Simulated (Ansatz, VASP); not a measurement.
**Two plane-wave programs on Na**

```xyz
1
Lattice="-1.9131 1.9131 2.6720 1.9131 -1.9131 2.6720 1.9131 1.9131 -2.6720" Properties=species:S:1:pos:R:3 pbc="T T T"
Na    0.0000    0.0000    0.0000
```

Change from the starting cell: volume scaled by 1.04.

Alike in both runs: task single point; functional PBE; k mesh 10 × 10 × 10; occupations fermi-dirac, width 0.05 eV; no spin polarisation.

```csv
,VASP,Ansatz
version,VASP 6.6.1,Ansatz 0.2.0
potentials or method,"VASP PAW PBE potentials, release 64 (Na_pv)",Ansatz PAW
plane-wave cutoff (eV),520,420
valence electrons in the cell,7,9
```

|  | VASP | Ansatz | Ansatz less VASP |
| --- | --- | --- | --- |
| gap on the k mesh at the Fermi level (eV) | none | none | - |
| pressure (GPa) | -0.4 | -0.4 | 0.00 |

A gap of «none» marks a metal or a gap that the smearing closes. The functional is the same, so the differences come from potentials, cutoffs and numerics. The two sets of potentials don't hold the same shells in valence.
